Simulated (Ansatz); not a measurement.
A run of Ansatz 0.2.0 is set up as follows.

File input.yaml:

```yaml
crystal:
  lattice:
    - [1.816178, -2.117624, 0.0]
    - [1.816178, 2.117624, 0.0]
    - [0.0, 0.0, 3.803934]
  atoms:
    - { symbol: Ti, position: [0.5, 0.5, 0.0] }
    - { symbol: Si, position: [0.0, 0.0, 0.5] }
kpoints:
  mp_grid: { grid: [10, 10, 7] }
scf:
  occupations: { method: fermi_dirac, width: 0.05 }
hamiltonian:
  xc: pbesol
  pseudopotentials: { kind: all_electron, lapw: { basis_error: 0.001 } }
  hubbard:
    sites: [{ species: Ti, l: d, u_eff: 4 }]
    double_counting: fll
    projectors: ortho-atomic
output:
  forces: true
  stress: true
  eigenvalues: true
  dos: { projected: false, de: 0.1, e_range: [-20, 6] }
```

Potentials or basis: all-electron LAPW, scalar-relativistic.

Launch:

```console
$ ansatz run input.yaml --threads 1 --pin off --max-ram 3072MiB --backend cpu --events-out ev --progress --plain --runs-dir out
```

(1) Estimate the pressure.

(2) Estimate the band gap on the k mesh.

## Answers

(1) 2.4 GPa.

(2) none (metal or under the smearing width).

Caveat: U without spin polarisation on a metal has little footing; the U is typed as a test and isn't derived for this compound.
